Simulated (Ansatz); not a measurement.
# Si: biaxial against axial strain

The task, for Si: map the energy over biaxial and axial strain.

Program: Ansatz 0.2.0. Level of theory: DFT PBE+D3(BJ), scalar-relativistic, plane waves, PAW. These are calculated values, not measurements.

**1. The starting structure**

It takes space group I4/mmm (No. 139, tetragonal). Conventional cell: a = 3.254 Å, b = 3.254 Å, c = 2.641 Å, α = 90.00°, β = 90.00°, γ = 90.00°. Si (site symmetry 4/mmm) is surrounded by 10 Si at 2.64 to 2.65 Å.

Structure file:

```cif
data_structure
_symmetry_space_group_name_H-M 'P 1'
_symmetry_Int_Tables_number 1
_cell_length_a 2.6527
_cell_length_b 2.6527
_cell_length_c 2.6527
_cell_angle_alpha 104.343
_cell_angle_beta 104.343
_cell_angle_gamma 120.301
_cell_volume 13.98
loop_
_atom_site_label
_atom_site_type_symbol
_atom_site_fract_x
_atom_site_fract_y
_atom_site_fract_z
_atom_site_occupancy
Si1 Si 0.00000 0.00000 0.00000 1
```

It goes back to an entry of the Materials Project, which need not be the stable form.

No relaxation comes first: the listed cell is the starting point.

**2. Zero of energy**

The reference gives a free energy of -635.7709 eV, pressure -1.80 GPa, largest force 0.000 eV/Å and gap on the mesh none (metal). It was computed beforehand with the settings of the runs below.

**3. Setting up biaxial against axial strain**

The cell is strained by p along both x and y and by q along z, with fractional coordinates fixed.

**4. p = -0.080, q = -0.080**

File input.yaml:

```yaml
crystal:
  lattice:
    - [-1.4967617356, 1.4967617356, 1.214703462]
    - [1.4967617356, -1.4967617356, 1.214703462]
    - [1.4967617356, 1.4967617356, -1.214703462]
  atoms:
    - { symbol: Si, position: [0.0, 0.0, 0.0] }
basis:
  ecutwfc: 420
kpoints:
  mp_grid: { grid: [22, 22, 22] }
hamiltonian:
  xc: pbe
  dispersion: d3bj
scf:
  occupations: { method: gaussian, width: 0.15 }
output:
  forces: true
  stress: true
  eigenvalues: true
```

**5. At p = -0.080, q = 0.000**

input.yaml, as its differences from that of step 4:

```diff
@@ -2,5 +2,5 @@
   lattice:
-    - [-1.4967617356, 1.4967617356, 1.214703462]
-    - [1.4967617356, -1.4967617356, 1.214703462]
-    - [1.4967617356, 1.4967617356, -1.214703462]
+    - [-1.4967617356, 1.4967617356, 1.32032985]
+    - [1.4967617356, -1.4967617356, 1.32032985]
+    - [1.4967617356, 1.4967617356, -1.32032985]
   atoms:
```

**6. Point p = -0.080, q = 0.080**

input.yaml, as its differences from that of step 5:

```diff
@@ -2,5 +2,5 @@
   lattice:
-    - [-1.4967617356, 1.4967617356, 1.32032985]
-    - [1.4967617356, -1.4967617356, 1.32032985]
-    - [1.4967617356, 1.4967617356, -1.32032985]
+    - [-1.4967617356, 1.4967617356, 1.425956238]
+    - [1.4967617356, -1.4967617356, 1.425956238]
+    - [1.4967617356, 1.4967617356, -1.425956238]
   atoms:
```

**7. Point p = 0.000, q = -0.080**

input.yaml, as its differences from that of step 6:

```diff
@@ -2,5 +2,5 @@
   lattice:
-    - [-1.4967617356, 1.4967617356, 1.425956238]
-    - [1.4967617356, -1.4967617356, 1.425956238]
-    - [1.4967617356, 1.4967617356, -1.425956238]
+    - [-1.62691493, 1.62691493, 1.214703462]
+    - [1.62691493, -1.62691493, 1.214703462]
+    - [1.62691493, 1.62691493, -1.214703462]
   atoms:
```

**8. Point p = 0.000, q = 0.080**

input.yaml, as its differences from that of step 7:

```diff
@@ -2,5 +2,5 @@
   lattice:
-    - [-1.62691493, 1.62691493, 1.214703462]
-    - [1.62691493, -1.62691493, 1.214703462]
-    - [1.62691493, 1.62691493, -1.214703462]
+    - [-1.62691493, 1.62691493, 1.425956238]
+    - [1.62691493, -1.62691493, 1.425956238]
+    - [1.62691493, 1.62691493, -1.425956238]
   atoms:
```

**9. At p = 0.080, q = -0.080**

input.yaml, as its differences from that of step 8:

```diff
@@ -2,5 +2,5 @@
   lattice:
-    - [-1.62691493, 1.62691493, 1.425956238]
-    - [1.62691493, -1.62691493, 1.425956238]
-    - [1.62691493, 1.62691493, -1.425956238]
+    - [-1.7570681244, 1.7570681244, 1.214703462]
+    - [1.7570681244, -1.7570681244, 1.214703462]
+    - [1.7570681244, 1.7570681244, -1.214703462]
   atoms:
```

**10. Point p = 0.080, q = 0.000**

input.yaml, as its differences from that of step 9:

```diff
@@ -2,5 +2,5 @@
   lattice:
-    - [-1.7570681244, 1.7570681244, 1.214703462]
-    - [1.7570681244, -1.7570681244, 1.214703462]
-    - [1.7570681244, 1.7570681244, -1.214703462]
+    - [-1.7570681244, 1.7570681244, 1.32032985]
+    - [1.7570681244, -1.7570681244, 1.32032985]
+    - [1.7570681244, 1.7570681244, -1.32032985]
   atoms:
```

**11. p = 0.080, q = 0.080**

input.yaml, as its differences from that of step 10:

```diff
@@ -2,5 +2,5 @@
   lattice:
-    - [-1.7570681244, 1.7570681244, 1.32032985]
-    - [1.7570681244, -1.7570681244, 1.32032985]
-    - [1.7570681244, 1.7570681244, -1.32032985]
+    - [-1.7570681244, 1.7570681244, 1.425956238]
+    - [1.7570681244, -1.7570681244, 1.425956238]
+    - [1.7570681244, 1.7570681244, -1.425956238]
   atoms:
```

**12. Point p = -0.080, q = -0.040**

input.yaml, as its differences from that of step 11:

```diff
@@ -2,5 +2,5 @@
   lattice:
-    - [-1.7570681244, 1.7570681244, 1.425956238]
-    - [1.7570681244, -1.7570681244, 1.425956238]
-    - [1.7570681244, 1.7570681244, -1.425956238]
+    - [-1.4967617356, 1.4967617356, 1.267516656]
+    - [1.4967617356, -1.4967617356, 1.267516656]
+    - [1.4967617356, 1.4967617356, -1.267516656]
   atoms:
```

(Steps that only read results are left out.)

**Question.** What will these runs give? Wanted: highest point; lowest point away from the origin.

As calculated:

| quantity | value |
| --- | --- |
| highest point | 295.1 meV/atom at (p, q) = (-0.080, -0.080) |
| lowest point away from the origin | 39.4 meV/atom at (0.000, -0.080) |

No computed point lies below the origin. At |p| = |q| = 0.080, points where p and q have the same sign cost 256.1 meV/atom on average, those of opposite sign 70.2: stretching in the plane is cheaper with a contraction along z. Near these geometries the D3 coefficients change with coordination, as the log warns; steps in energy, slope or pressure can stem from that.
